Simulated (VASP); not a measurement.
An input for Ansatz (written as the equivalent of a VASP run, and not itself run):

Ansatz 0.2 input:
```yaml
crystal:
  lattice:
    - [4.3303490, 0.0000000, 0.0000000]
    - [0.0000000, 4.3303490, 0.0000000]
    - [0.0000000, 0.0000000, 2.8230070]
  atoms:
    - { symbol: Ge, position: [0.5000000, 0.5000000, 0.5000000] }
    - { symbol: Ge, position: [0.0000000, 0.0000000, 0.0000000] }
    - { symbol: O, position: [0.6942300, 0.6942300, 0.0000000] }
    - { symbol: O, position: [0.3057700, 0.3057700, 0.0000000] }
    - { symbol: O, position: [0.8057700, 0.1942300, 0.5000000] }
    - { symbol: O, position: [0.1942300, 0.8057700, 0.5000000] }
kpoints:
  mp_grid: { grid: [4, 4, 6] }
hamiltonian:
  xc: pbe
  pseudopotentials: { kind: paw }
scf:
  occupations: { method: fermi_dirac, width: 0.05 }
  max_iter: 100
output: { forces: true, stress: true, eigenvalues: true }
```

### Question
Write the VASP files for the same calculation (PBE).

### Answer
This is not unique; one that fits is 
File POSCAR:
```
GeO2
1
    4.3303490000     0.0000000000     0.0000000000
    0.0000000000     4.3303490000     0.0000000000
    0.0000000000     0.0000000000     2.8230070000
Ge O
2 4
Direct
  0.5000000000   0.5000000000   0.5000000000
  0.0000000000   0.0000000000   0.0000000000
  0.6942300000   0.6942300000   0.0000000000
  0.3057700000   0.3057700000   0.0000000000
  0.8057700000   0.1942300000   0.5000000000
  0.1942300000   0.8057700000   0.5000000000
```

**INCAR**
```
SYSTEM = GeO2
PREC = Accurate; ENCUT = 400; LREAL = F
LASPH = T
EDIFF = 1E-6; NELM = 100; ALGO = Normal
LMAXMIX = 4
ISMEAR = -1; SIGMA = 0.05
GGA = PE
ISIF = 2
LWAVE = F; LCHARG = F
```

**KPOINTS**
```
Automatic
0
Gamma
  4 4 6
```

POTCAR, in this order: Ge_d O (PBE.64 set). Program: vasp_std.

Limits of the translation: each code has its own PAW files, so the cut-off isn't converted (ENCUT is set for VASP's; basis.ecutwfc is left out, and Ansatz then takes the one that its files recommend); Ansatz stops its SCF on the density residual and VASP on the energy change (EDIFF).

The structure comes from a computed database's GeO2 entry; how it stands against other phases isn't given here. The cell was not relaxed at this level.
